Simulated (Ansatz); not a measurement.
# PbO2 (Fm-3m) in Ansatz: notebook

The runs below take PbO2 through elastic constants, density of states, with PBEsol.

All numbers are computed with Ansatz 0.2.0; they aren't measurements. Logs are shortened: lines on timing, memory, paths and dates and some standing lists are left out, and cuts for length are marked.

## 1. Starting point

It takes space group Fm-3m (No. 225, cubic). Conventional cell: a = 5.404 Å, b = 5.404 Å, c = 5.404 Å, α = 90.00°, β = 90.00°, γ = 90.00°. Around Pb (site symmetry m-3m) lie 8 O at 2.34 Å. O (site symmetry -43m) is surrounded by 4 Pb at 2.34 Å.

The cell comes from a database or a generator and needn't be the stable form of this composition.

## 2. Elastic constants, PBEsol

Input file input.yaml:

```yaml
crystal:
  lattice:
    - [0.0, 2.701992, 2.701992]
    - [2.701992, 0.0, 2.701992]
    - [2.701992, 2.701992, 0.0]
  atoms:
    - { symbol: Pb, position: [0.0, 0.0, 0.0] }
    - { symbol: O, position: [0.75, 0.75, 0.75] }
    - { symbol: O, position: [0.25, 0.25, 0.25] }
hamiltonian:
  xc: pbesol
  pseudopotentials: { kind: paw }
kpoints:
  mp_grid: { grid: [8, 8, 8] }
scf:
  occupations: { method: fermi_dirac, width: 0.05 }
output:
  forces: true
  stress: true
elastic:
  mode: relaxed_ion
  stencil: two_point
```

Potentials or basis: Ansatz PAW.

Command:

```console
> ansatz run input.yaml --threads 2 --pin off --max-ram 5632MiB --backend cpu --events-out ev --progress --plain --runs-dir out
```

What it wrote:

```text
Warning: RAYON_NUM_THREADS=2 ignored (pool sized by the plan → 2); use --threads N
Engine: ansatz 0.2.0, x86_64-unknown-linux-gnu
Pseudopotentials: kind: paw
Pseudopotential: Pb, paw, valence charge 14, recommended cutoff 420 eV (normal), Pb.paw.azcp
Pseudopotential: O, paw, valence charge 6, recommended cutoff 420 eV (normal), O.paw.azcp
Functional definition: PBEsol
  exchange = pbesol_x
  correlation = pbesol_c
Crystal: 3 atoms, lattice volume = 39.453 Å³
Basis set: ecut = 420 eV, 749 PW (Γ), exchange–correlation on 54×54×54 points (8 copies of the dense FFT grid, shifted against one another)
Bands: 17, of which v1, the nominal top of the filled ones, is band 13 counted from 1 (12 counted from 0)
Symmetry: 48 space group operations
Space group: Fm-3m (ITA 225), of the structure as read, at distance tolerance 3.4e-5 Å
k-points: 29 of 512
Non-local potential: Pb, projectors of the file, l = 0: 2, l = 1: 2, l = 2: 2, l = 3: 2
Non-local potential: O, projectors of the file, l = 0: 2, l = 1: 2, l = 2: 1
PAW form: soft (Blöchl's): semilocal exchange-correlation on the pseudo side does not see the compensation charge
PAW frozen core: Pb, regenerated for the run's functional, and the local potential with it (the file was generated under x = pbe(κ = 0.804, μ = 0.2195149727645171), c = pbe(β = 0.06672455060314922))
PAW frozen core: O, regenerated for the run's functional, and the local potential with it (the file was generated under x = pbe(κ = 0.804, μ = 0.2195149727645171), c = pbe(β = 0.06672455060314922))
PAW one-centre angular grid: Pb, 590 points (default); XC on 64 Gauss nodes
PAW one-centre angular grid: O, 110 points (default); XC on 64 Gauss nodes
Initial density: superposition of atomic densities (neutral atoms: chi_scale 0, normalization atom), corrected by the library's trained network
Initial wavefunctions: pseudopotential atomic-orbital guess
Functional: x = pbesol(κ = 0.804, μ = 0.12345679012345678), c = pbesol(β = 0.046)
SCF iter   1: F=—  HF=-12873.885447 eV  |F-HF|=—  |Δ(HF+E_count)|=         —  Δρ=1.60e-2  dr2=8.04e-2  ethr=1.77e-3  ⟨swp⟩=6.1  Hψ=2645  notcnv=0
preconditioner: auto → Kerker (q_TF=auto, 2.545 Å⁻¹)  [metal: Δε(μ)=0.057 eV  Ē_g=16.526 eV  σ=0.050 eV  W_gap=0.27  n_scr=14 (ndim 8)  ℏωp=30.1 eV  f_vac=0.058  D(μ)=0.73/eV (n_scr^D=0)]
SCF iter   2: F=—  HF=-12873.862448 eV  |F-HF|=—  |Δ(HF+E_count)|=   2.30e-2  Δρ=3.09e-3  dr2=3.35e-3  ethr=3.09e-4  ⟨swp⟩=2.5  Hψ=1035  notcnv=0
SCF iter   3: F=—  HF=-12873.861608 eV  |F-HF|=—  |Δ(HF+E_count)|=   8.41e-4  Δρ=1.54e-3  dr2=8.25e-4  ethr=1.29e-5  ⟨swp⟩=2.3  Hψ=748  notcnv=0
SCF iter   4: F=—  HF=-12873.861606 eV  |F-HF|=—  |Δ(HF+E_count)|=   1.87e-6  Δρ=4.97e-4  dr2=9.80e-5  ethr=3.17e-6  ⟨swp⟩=2.2  Hψ=711  notcnv=0
SCF iter   5: F=—  HF=-12873.861647 eV  |F-HF|=—  |Δ(HF+E_count)|=   4.06e-5  Δρ=1.36e-4  dr2=1.27e-5  ethr=3.77e-7  ⟨swp⟩=2.1  Hψ=602  notcnv=0
SCF iter   6: F=—  HF=-12873.861668 eV  |F-HF|=—  |Δ(HF+E_count)|=   2.14e-5  Δρ=4.99e-5  dr2=1.29e-6  ethr=4.89e-8  ⟨swp⟩=2.2  Hψ=714  notcnv=0
SCF iter   7: F=—  HF=-12873.861673 eV  |F-HF|=—  |Δ(HF+E_count)|=   4.56e-6  Δρ=1.16e-5  dr2=3.81e-8  ethr=4.96e-9  ⟨swp⟩=2.0  Hψ=814  notcnv=0
SCF iter   8: F=—  HF=-12873.861673 eV  |F-HF|=—  |Δ(HF+E_count)|=   1.32e-7  Δρ=1.73e-6  dr2=9.34e-10  ethr=1.47e-10  ⟨swp⟩=2.0  Hψ=829  notcnv=0
SCF iter   9: F=—  HF=-12873.861673 eV  |F-HF|=—  |Δ(HF+E_count)|=   7.01e-9  Δρ=4.67e-7  dr2=6.28e-11  ethr=3.59e-12  ⟨swp⟩=2.3  Hψ=872  notcnv=0
SCF iter  10: F=—  HF=-12873.861673 eV  |F-HF|=—  |Δ(HF+E_count)|=  1.98e-10  Δρ=7.63e-8  dr2=1.10e-12  ethr=2.42e-13 (applied; sched 1.00e-12)  ⟨swp⟩=2.0  Hψ=859  notcnv=0
SCF iter  11: F=-12873.861673 eV  HF=-12873.861673 eV  |F-HF|=3.64e-12  |Δ(HF+E_count)|=  7.28e-12  Δρ=1.40e-8  dr2=6.51e-14  ethr=1.00e-12  ⟨swp⟩=6.6  Hψ=2329  notcnv=0
SCF 1 converged in 11 iterations: F = -12873.861673 eV  dr2 = 6.51e-14
Crystal: 3 atoms, lattice volume = 39.374 Å³
Symmetry: 16 space group operations
k-points: 59 of 512
Initial density: handed on by an earlier stage of this run
Initial wavefunctions: those handed on with the density
iter 1 solved again at ethr=1.96e-7 eV; its pass at ethr=3.10e-3 eV (dr2=5.10e-5 eV) is discarded
SCF iter   1: F=—  HF=-12873.864355 eV  |F-HF|=—  |Δ(HF+E_count)|=         —  Δρ=3.58e-4  dr2=4.41e-5  ethr=1.96e-7  ⟨swp⟩=2.9  Hψ=6092  notcnv=0
preconditioner: auto → Kerker (q_TF=auto, 2.546 Å⁻¹)  [metal: Δε(μ)=0.046 eV  Ē_g=16.597 eV  σ=0.050 eV  W_gap=0.23  n_scr=14 (ndim 8)  ℏωp=30.2 eV  f_vac=0.053  D(μ)=0.76/eV (n_scr^D=0)]
SCF iter   2: F=—  HF=-12873.864352 eV  |F-HF|=—  |Δ(HF+E_count)|=   3.32e-6  Δρ=1.23e-4  dr2=4.56e-6  ethr=1.70e-7  ⟨swp⟩=2.2  Hψ=1371  notcnv=0
SCF iter   3: F=—  HF=-12873.864352 eV  |F-HF|=—  |Δ(HF+E_count)|=   2.50e-8  Δρ=5.95e-5  dr2=1.49e-6  ethr=1.76e-8  ⟨swp⟩=1.8  Hψ=1318  notcnv=0
SCF iter   4: F=—  HF=-12873.864351 eV  |F-HF|=—  |Δ(HF+E_count)|=   9.55e-7  Δρ=1.94e-5  dr2=1.81e-7  ethr=5.74e-9  ⟨swp⟩=2.7  Hψ=1805  notcnv=0
SCF iter   5: F=—  HF=-12873.864351 eV  |F-HF|=—  |Δ(HF+E_count)|=   1.64e-7  Δρ=7.65e-6  dr2=2.04e-8  ethr=6.97e-10  ⟨swp⟩=2.2  Hψ=1382  notcnv=0
SCF iter   6: F=—  HF=-12873.864351 eV  |F-HF|=—  |Δ(HF+E_count)|=   2.14e-8  Δρ=2.54e-6  dr2=2.34e-9  ethr=7.83e-11  ⟨swp⟩=2.1  Hψ=1707  notcnv=0
SCF iter   7: F=—  HF=-12873.864351 eV  |F-HF|=—  |Δ(HF+E_count)|=   3.19e-9  Δρ=6.15e-7  dr2=2.23e-10  ethr=9.02e-12  ⟨swp⟩=2.2  Hψ=1537  notcnv=0
SCF iter   8: F=—  HF=-12873.864351 eV  |F-HF|=—  |Δ(HF+E_count)|=  4.27e-10  Δρ=1.92e-7  dr2=1.56e-11  ethr=8.58e-13 (applied; sched 1.00e-12)  ⟨swp⟩=2.1  Hψ=1661  notcnv=0
SCF iter   9: F=—  HF=-12873.864351 eV  |F-HF|=—  |Δ(HF+E_count)|=    0.00e0  Δρ=4.16e-8  dr2=5.97e-13  ethr=5.99e-14 (applied; sched 1.00e-12)  ⟨swp⟩=2.1  Hψ=1664  notcnv=0
SCF iter  10: F=-12873.864351 eV  HF=-12873.864351 eV  |F-HF|=1.82e-12  |Δ(HF+E_count)|=  3.64e-12  Δρ=1.07e-8  dr2=2.56e-14  ethr=1.00e-12  ⟨swp⟩=5.0  Hψ=3827  notcnv=0
[... 24 lines left out ...]
SCF iter   8: F=—  HF=-12873.861841 eV  |F-HF|=—  |Δ(HF+E_count)|=  3.62e-10  Δρ=2.50e-7  dr2=1.68e-11  ethr=1.68e-12  ⟨swp⟩=2.2  Hψ=2349  notcnv=0
SCF iter   9: F=—  HF=-12873.861841 eV  |F-HF|=—  |Δ(HF+E_count)|=  2.18e-11  Δρ=3.04e-8  dr2=2.46e-13  ethr=6.46e-14 (applied; sched 1.00e-12)  ⟨swp⟩=2.3  Hψ=2535  notcnv=0
SCF iter  10: F=-12873.861841 eV  HF=-12873.861841 eV  |F-HF|=5.46e-12  |Δ(HF+E_count)|=  5.46e-12  Δρ=4.31e-9  dr2=4.28e-15  ethr=1.00e-12  ⟨swp⟩=5.0  Hψ=6060  notcnv=0
SCF 4 converged in 10 iterations: F = -12873.861841 eV  dr2 = 4.28e-15
relax step   1: F+E_penalty+E_count = -12873.86184110 eV  Δ(F+E_penalty+E_count) = +0.000e0 eV  max|allowed force component| = 2.064e-3 eV/Å  Δτ_max = 0.0000 Å  (10 SCF iters, accepted)
iter 1 solved again at ethr=4.61e-10 eV; its pass at ethr=3.10e-3 eV (dr2=1.20e-7 eV) is discarded
SCF iter   1: F=—  HF=-12873.861836 eV  |F-HF|=—  |Δ(HF+E_count)|=         —  Δρ=2.69e-5  dr2=1.22e-7  ethr=4.61e-10  ⟨swp⟩=1.4  Hψ=8286  notcnv=0
SCF iter   2: F=—  HF=-12873.861842 eV  |F-HF|=—  |Δ(HF+E_count)|=   5.81e-6  Δρ=1.41e-5  dr2=4.87e-8  ethr=4.61e-10  ⟨swp⟩=1.0  Hψ=1615  notcnv=0
[... 43 lines left out ...]
SCF iter   5: F=—  HF=-12873.861842 eV  |F-HF|=—  |Δ(HF+E_count)|=  1.35e-10  Δρ=2.96e-7  dr2=2.23e-11  ethr=2.58e-12  ⟨swp⟩=2.0  Hψ=2156  notcnv=0
SCF iter   6: F=—  HF=-12873.861842 eV  |F-HF|=—  |Δ(HF+E_count)|=  3.27e-11  Δρ=7.07e-8  dr2=1.17e-12  ethr=8.56e-14 (applied; sched 1.00e-12)  ⟨swp⟩=2.2  Hψ=2558  notcnv=0
SCF iter   7: F=-12873.861842 eV  HF=-12873.861842 eV  |F-HF|=1.82e-12  |Δ(HF+E_count)|=    0.00e0  Δρ=1.01e-8  dr2=1.76e-14  ethr=1.00e-12  ⟨swp⟩=3.5  Hψ=6715  notcnv=0
SCF 9 converged in 7 iterations: F = -12873.861842 eV  dr2 = 1.76e-14
relax step   2: F+E_penalty+E_count = -12873.86184155 eV  Δ(F+E_penalty+E_count) = -4.458e-7 eV  max|allowed force component| = 5.615e-7 eV/Å  Δτ_max = 0.0002 Å  (7 SCF iters, accepted)
iter 1 solved again at ethr=1.00e-12 eV; its pass at ethr=3.10e-3 eV (dr2=4.44e-11 eV) is discarded
SCF iter   1: F=—  HF=-12873.861836 eV  |F-HF|=—  |Δ(HF+E_count)|=         —  Δρ=4.64e-7  dr2=4.39e-11  ethr=1.00e-12  ⟨swp⟩=2.0  Hψ=9503  notcnv=0
SCF iter   2: F=—  HF=-12873.861842 eV  |F-HF|=—  |Δ(HF+E_count)|=   5.83e-6  Δρ=2.82e-7  dr2=2.14e-11  ethr=1.69e-13 (applied; sched 1.00e-12)  ⟨swp⟩=3.1  Hψ=3213  notcnv=0
SCF iter   3: F=—  HF=-12873.861842 eV  |F-HF|=—  |Δ(HF+E_count)|=  7.28e-12  Δρ=1.58e-7  dr2=5.82e-12  ethr=8.23e-14 (applied; sched 1.00e-12)  ⟨swp⟩=1.0  Hψ=1635  notcnv=0
SCF iter   4: F=—  HF=-12873.861842 eV  |F-HF|=—  |Δ(HF+E_count)|=  7.28e-12  Δρ=9.01e-8  dr2=1.59e-12  ethr=2.24e-14 (applied; sched 1.00e-12)  ⟨swp⟩=1.2  Hψ=1662  notcnv=0
SCF iter   5: F=—  HF=-12873.861842 eV  |F-HF|=—  |Δ(HF+E_count)|=  7.28e-12  Δρ=5.21e-8  dr2=5.43e-13  ethr=6.11e-15 (applied; sched 1.00e-12)  ⟨swp⟩=1.1  Hψ=1632  notcnv=0
SCF iter   6: F=—  HF=-12873.861842 eV  |F-HF|=—  |Δ(HF+E_count)|=  3.64e-12  Δρ=4.38e-8  dr2=3.93e-13  ethr=2.09e-15 (applied; sched 1.00e-12)  ⟨swp⟩=1.2  Hψ=1636  notcnv=0
SCF iter   7: F=—  HF=-12873.861842 eV  |F-HF|=—  |Δ(HF+E_count)|=  5.46e-12  Δρ=2.72e-8  dr2=1.51e-13  ethr=1.51e-15 (applied; sched 1.00e-12)  ⟨swp⟩=1.2  Hψ=1641  notcnv=0
SCF iter   8: F=-12873.861842 eV  HF=-12873.861842 eV  |F-HF|=0.00e0  |Δ(HF+E_count)|=  3.64e-12  Δρ=2.17e-8  dr2=9.64e-14  ethr=1.00e-12  ⟨swp⟩=3.8  Hψ=3975  notcnv=0
SCF 10 converged in 8 iterations: F = -12873.861842 eV  dr2 = 9.64e-14
SCF converged after 11 iterations
Free energy (F): -12873.861673 eV
Harris-Foulkes:  -12873.861673 eV  (|F-HF|=3.64e-12)
Internal energy: -12873.854866 eV  (E = F + TS)
E sigma→0 (E₀):  -12873.858269 eV
Entropy (-TS):   -0.006807 eV (-2.269 meV/atom)
Fermi energy:    9.467111 eV
--- Per-component energies (eV) ---
  E_band       = -8.872320
  E_kinetic    = 636.839179
  E_local      = -1505.176488  (includes V_loc(G=0)·N_el)
  E_nonlocal   = 453.625169
  E_hartree    = 571.056444
  E_xc         = -359.618449
  E_vxc        = -313.869756  (∫ρ·V_xc dr)
  E_paw        = -10570.114048  (= ΣΔE_a)
  E_vpaw       = -422.408130  (= ΣTr[D̂ρ^β])
  E_aug_tail   = 0.004818  (compensation charges beyond the density's cutoff)
  E_ewald      = -2100.604185
  E_core_change = 0.132692  (= ΣΔE_core)
  E_smearing   = -0.006807  (= −TS)
  E_closure    = -0.000000  (closes the sum)
  Σ components = -12873.861673   (vs F -12873.861673, Δ=0.00e0)
--- Forces (eV/Å), atoms counted from 1 ---
  atom   1  Pb    -0.00000000     0.00000000     0.00000000
  atom   2  O      0.00000000     0.00000000     0.00000000
  atom   3  O      0.00000000    -0.00000000    -0.00000000
  max |Σ_I F_I| component: 1.39e-17 eV/Å
--- Stress (GPa, compression-positive) ---
       -5.581782       0.000000      -0.000000
        0.000000      -5.581782      -0.000000
        0.000000       0.000000      -5.581782
  P = ⅓ Tr σ = -5.5818 GPa (-55.818 kbar)
--- Band table (eV; the first three rows and the last of 29) ---
  k-point 0: bands = ["-8.9776", "-6.1310", "-6.1310", "-6.1310", "-6.1006", "-5.8848", "-5.8848", "6.7252", "7.5033", "7.5033", "7.5033", "8.2683", "8.2683", "8.2683", "16.3430", "16.3430", "16.3430"]
  k-point 1: bands = ["-8.8514", "-6.7881", "-6.1123", "-6.1123", "-5.8859", "-5.8859", "-5.4283", "5.6214", "7.2366", "7.3679", "7.3679", "8.2441", "8.2441", "9.4279", "16.0365", "16.6652", "16.6652"]
  k-point 2: bands = ["-8.5507", "-7.2695", "-6.0765", "-6.0765", "-5.8782", "-5.8782", "-4.9161", "4.1958", "6.7826", "7.0693", "7.0693", "8.1729", "8.1729", "10.7975", "15.9208", "17.4932", "17.4932"]
  k-point 28: bands = ["-7.9257", "-7.9257", "-5.9610", "-5.8712", "-5.8646", "-4.9581", "-4.9581", "1.3583", "4.6582", "6.8879", "6.8879", "9.0942", "9.4990", "11.6969", "17.9001", "17.9001", "18.4616"]
--- Elastic constants: 2 strain directions × 2 members + reference (group order 48) ---
  dense FFT box of the reference and of every strained cell: 27×27×27
  strains applied: 11, 23; error gains: componentwise 1.00 (the most a stress slope's error grows in a printed constant), spectral 1.73 (1 for all six strains in a standard setting)
  C = ∂σ_k/∂η_j (tension-positive GPa; Voigt order 11 22 33 23 13 12):
       273.241     48.278     48.278      0.000      0.000     -0.000
        48.278    273.241     48.278     -0.000      0.000     -0.000
        48.278     48.278    273.241     -0.000     -0.000     -0.000
        -0.000      0.000      0.000      0.675     -0.000     -0.000
         0.000     -0.000      0.000      0.000      0.675      0.000
        -0.000      0.000     -0.000     -0.000     -0.000      0.675
  reference stress σ⁰ (GPa):      5.582      5.582      5.582      0.000      0.000     -0.000
  C* (energy form; C + prestress term) asymmetry max|C*_kj − C*_jk| = 1.421e-14 GPa — a small one proves nothing (zero by symmetry where the batch's group is 432, −43m or m−3m); a large one is finite-difference/SCF noise where every solve meets its electron count
  moduli (Voigt/Reuss/Hill, GPa): K = 123.27/123.27/123.27   G = 45.40/1.12/23.26   E = 65.65   ν = 0.411
  mechanically stable: yes (min eigenvalue of sym C = 0.67 GPa)
  strain η (Voigt 11):  stress-route row diagonal C_11 = 273.24 GPa, energy-path curvature d²(F+E_count+ΔE)/dδ²/Ω₀ = 273.57 GPa
         δ    σ_11 (GPa)             F (eV)   n_scf  n_hpsi   n_pw
    -2.000e-3       5.0324      -12873.8643513      10   23322    782   relax 0 steps, max|allowed force component| 1.11e-16 eV/Å
     2.000e-3       6.1253      -12873.8589933       7   19464    784   relax 0 steps, max|allowed force component| 1.11e-16 eV/Å
  strain η (Voigt 23):  stress-route row diagonal C_44 = 0.67 GPa, energy-path curvature d²(F+E_count+ΔE)/dδ²/Ω₀ = -0.98 GPa
         δ    σ_23 (GPa)             F (eV)   n_scf  n_hpsi   n_pw
    -2.000e-3      -0.0013      -12873.8618416       8   30394    784   relax 3 steps, max|allowed force component| 3.93e-8 eV/Å
     2.000e-3       0.0013      -12873.8618416       8   26437    784   relax 2 steps, max|allowed force component| 5.61e-7 eV/Å
```

Run time: 15 s. Hardware: 2 threads of AMD EPYC 7R43 (Zen 3), shared host; peak memory 0.43 GiB.

Results:

```yaml
Free_energy: -12873.8617 eV
Pressure: -5.6 GPa
Band_gap_on_the_k_mesh: none (metal or under the smearing width)
Elastic_constants_C11_C12_C44: 273, 48, 1 GPa
Voigt_bulk_modulus: 123 GPa
```

Levels at points of the mesh, in eV from the Fermi level:
```
             k point  band 10  band 11  band 12  band 13  band 14  band 15  band 16  band 17
  (0.00, 0.00, 0.00)    -1.96    -1.96    -1.20    -1.20    -1.20     6.88     6.88     6.88
 (0.00, 0.00, -0.50)    -2.78    -2.78    -1.41    -1.41     2.58     7.02     9.42     9.42
(0.00, -0.50, -0.50)    -4.50    -0.22    -0.12    -0.12     1.64     6.09     9.24    10.74
```

Elastic tensor in Voigt notation (GPa, in the Cartesian axes of the cell as first typed):
```
273  48  48   0   0   0
 48 273  48   0   0   0
 48  48 273   0   0   0
  0   0   0   1   0   0
  0   0   0   0   1   0
  0   0   0   0   0   1
```

Caveat: the cell is more than 3 GPa from zero pressure, which shifts response properties; elastic constants of metals need much finer meshes, so these are rough; the pressure holds a Pulay correction of +0.7 GPa for the finite cutoff; the PAW data sets come from PBE, with cores solved anew for the run's functional, which leaves a small shift of forces and pressure. Spin-orbit coupling is left out, which matters for the levels of Pb.

## 3. Density of states, PBEsol

Edit input.yaml of step 2 so:

```diff
@@ -16,2 +16,3 @@
   occupations: { method: fermi_dirac, width: 0.05 }
+  n_extra_bands: 7
 output:
@@ -19,4 +20,3 @@
   stress: true
-elastic:
-  mode: relaxed_ion
-  stencil: two_point
+  eigenvalues: true
+  dos: { projected: false, de: 0.05, nscf_kmesh: { grid: [12, 12, 12] } }
```

Potentials or basis: Ansatz PAW.

Command:

```console
> ansatz run input.yaml --threads 2 --pin off --max-ram 5632MiB --backend cpu --events-out ev --progress --plain --runs-dir out
```

What it wrote:

```text
Warning: RAYON_NUM_THREADS=2 ignored (pool sized by the plan → 2); use --threads N
scf.n_extra_bands = 7 over 13 filled bands (N_el = 26.0): the run solves 20 bands
[... 7 set-up lines as earlier in the session ...]
Crystal: 3 atoms, lattice volume = 39.453 Å³
Basis set: ecut = 420 eV, 749 PW (Γ), exchange–correlation on 54×54×54 points (8 copies of the dense FFT grid, shifted against one another)
Bands: 20, of which v1, the nominal top of the filled ones, is band 13 counted from 1 (12 counted from 0)
[... 2 set-up lines as earlier in the session ...]
k-points: 29 of 512
[... 6 set-up lines as earlier in the session ...]
[... 17 lines left out ...]
Harris-Foulkes:  -12873.861673 eV  (|F-HF|=1.21e-7)
Internal energy: -12873.854866 eV  (E = F + TS)
E sigma→0 (E₀):  -12873.858269 eV
Entropy (-TS):   -0.006807 eV (-2.269 meV/atom)
Fermi energy:    9.467116 eV
--- Per-component energies (eV) ---
  E_band       = -8.873293
  E_kinetic    = 636.839191
  E_local      = -1505.179288  (includes V_loc(G=0)·N_el)
  E_nonlocal   = 453.626656
  E_hartree    = 571.058526
  E_xc         = -359.618482
  E_vxc        = -313.869756  (∫ρ·V_xc dr)
  E_paw        = -10570.114796  (= ΣΔE_a)
  E_vpaw       = -422.407333  (= ΣTr[D̂ρ^β])
  E_aug_tail   = 0.004818  (compensation charges beyond the density's cutoff)
  E_ewald      = -2100.604185
  E_core_change = 0.132692  (= ΣΔE_core)
  E_smearing   = -0.006807  (= −TS)
  E_closure    = 0.000000  (closes the sum)
  Σ components = -12873.861673   (vs F -12873.861673, Δ=0.00e0)
--- Forces (eV/Å), atoms counted from 1 ---
  atom   1  Pb    -0.00000000     0.00000000    -0.00000000
  atom   2  O      0.00000000     0.00000000     0.00000000
  atom   3  O     -0.00000000     0.00000000    -0.00000000
  max |Σ_I F_I| component: 1.85e-17 eV/Å
--- Stress (GPa, compression-positive) ---
       -5.582006       0.000000      -0.000000
        0.000000      -5.582006      -0.000000
       -0.000000       0.000000      -5.582006
  P = ⅓ Tr σ = -5.5820 GPa (-55.820 kbar)
--- Band table (eV; the first three rows and the last of 29) ---
  k-point 0: bands = ["-8.9776", "-6.1311", "-6.1311", "-6.1311", "-6.1006", "-5.8849", "-5.8849", "6.7252", "7.5033", "7.5033", "7.5033", "8.2683", "8.2683", "8.2683", "16.3430", "16.3430", "16.3430", "20.9875", "24.8977", "24.8977"]
  k-point 1: bands = ["-8.8514", "-6.7881", "-6.1124", "-6.1124", "-5.8860", "-5.8860", "-5.4284", "5.6214", "7.2366", "7.3679", "7.3679", "8.2441", "8.2441", "9.4279", "16.0367", "16.6651", "16.6651", "22.1518", "24.7665", "24.7665"]
  k-point 2: bands = ["-8.5507", "-7.2695", "-6.0766", "-6.0766", "-5.8783", "-5.8783", "-4.9162", "4.1958", "6.7826", "7.0693", "7.0693", "8.1729", "8.1729", "10.7975", "15.9211", "17.4931", "17.4931", "24.0154", "24.5567", "24.5567"]
  k-point 28: bands = ["-7.9257", "-7.9257", "-5.9611", "-5.8713", "-5.8647", "-4.9582", "-4.9582", "1.3582", "4.6583", "6.8879", "6.8879", "9.0942", "9.4990", "11.6969", "17.9001", "17.9001", "18.4625", "20.4253", "25.4330", "26.6312"]
```

It took 1.8 s on 2 threads of AMD EPYC 7R43 (Zen 3), shared host; peak memory 0.36 GiB.

What came out:

```yaml
Free_energy: -12873.8617 eV
Pressure: -5.6 GPa
Band_gap_on_the_k_mesh: none (metal or under the smearing width)
Density_of_states_at_the_Fermi_level: 0.11 states/eV per cell
```

States per cell in windows of 1 eV (zero at the Fermi level; states under -8 eV left out):
```
from (eV)  total
     -8.0   0.94
     -7.0   0.52
     -6.0   0.19
     -5.0   1.22
     -4.0   2.21
     -3.0   1.70
     -2.0   2.02
     -1.0   2.97
      0.0   0.13
      1.0   0.86
      2.0   0.98
      3.0   0.00
      4.0   0.00
      5.0   0.25
      6.0   1.05
      7.0   0.98
```

Caveat: the pressure holds a Pulay correction of +0.7 GPa for the finite cutoff; the PAW data sets come from PBE, with cores solved anew for the run's functional, which leaves a small shift of forces and pressure. The run has no spin-orbit coupling, so splittings on Pb are missing.
